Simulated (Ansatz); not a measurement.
**Varying the input for Ca**

All trials start from this Ansatz input:

```yaml
crystal:
  lattice:
    - [-3.7227727908, 3.727764615, 3.3301431152]
    - [3.7227727908, -3.727764615, 3.3301431152]
    - [3.7227727908, 3.727764615, -3.3301431152]
  atoms:
    - { symbol: Ca, position: [0.17042253, 0.67082988, 0.84125241] }
    - { symbol: Ca, position: [0.82957747, 0.32917012, 0.15874759] }
    - { symbol: Ca, position: [0.67042253, 0.82917012, 0.49959265] }
    - { symbol: Ca, position: [0.32957747, 0.17082988, 0.50040735] }
basis:
  ecutwfc: 420
kpoints:
  mp_grid: { grid: [4, 4, 4] }
hamiltonian:
  xc: pbe
scf:
  occupations: { method: gaussian, width: 0.1 }
output:
  forces: true
  stress: true
  eigenvalues: true
```

Command:

```bash
ansatz run input.yaml --threads 1 --pin off --max-ram 1331MiB --backend cpu --events-out ev --progress --plain --runs-dir out
```

The run converges in 7 SCF iterations on 18 irreducible k-points: pressure -0.37 GPa, largest force 0.004 eV/Å, no gap.

The inputs are trials, many of them unsound on purpose. Their numbers show the effect of the settings and aren't properties of the material. Each trial's input is given as a difference from the reference's; energies are extrapolated to zero smearing where there is one, and pressure is positive in compression. Charged cells sit in a uniform background, and their pressures hang on that convention.

**Question.** Trial 1:

```diff
+total_charge: 2
```

What happens?

**Answer.** The run converges in 9 SCF iterations on 18 irreducible k-points: pressure 5.03 GPa (with the neutralising background of the charged cell), largest force 0.004 eV/Å, no gap.